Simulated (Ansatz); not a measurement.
**FeCo$_{3}$: iterations to self-consistency**

All numbers below come from DFT r2SCAN, scalar-relativistic, plane waves, PAW (Ansatz 0.2.0).

```cif
data_structure
_symmetry_space_group_name_H-M 'P 1'
_symmetry_Int_Tables_number 1
_cell_length_a 3.5357
_cell_length_b 3.5357
_cell_length_c 3.5357
_cell_angle_alpha 90.000
_cell_angle_beta 90.000
_cell_angle_gamma 90.000
_cell_volume 44.20
loop_
_atom_site_label
_atom_site_type_symbol
_atom_site_fract_x
_atom_site_fract_y
_atom_site_fract_z
_atom_site_occupancy
Fe1 Fe 0.00000 0.00000 0.00000 1
Co1 Co 0.50000 0.50000 0.00000 1
Co2 Co 0.50000 0.00000 0.50000 1
Co3 Co 0.00000 0.50000 0.50000 1
```

```
plane-wave cutoff                               : 500 eV
Γ-centred k-mesh                                : 12×12×12
occupation rule                                 : Gaussian smearing, 0.1 eV
list of starting moments (μB, in atom order)    : 3.21 2.09 2.09 2.09
check for lower electronic states after the SCF : off
```

Each run starts from superposed atomic densities and uses Broyden mixing with its automatic preconditioner, at most 120 iterations and the default threshold on the density residual; only the length of the Broyden history differs.

| length of the Broyden history | iterations | converged | density residual (eV) at iterations 1, 3, 5 |
| --- | --- | --- | --- |
| 1 | 29 | yes | 1.6 0.12 0.022 |
| 2 | 21 | yes | 1.6 0.12 0.0076 |
| 5 | 21 | yes | 1.6 0.12 0.02 |
| 16 | 21 | yes | 1.6 0.12 0.02 |

Cost: 4 runs of about 7.6 core-minutes in all, on Arm Neoverse V1 (shared hosts).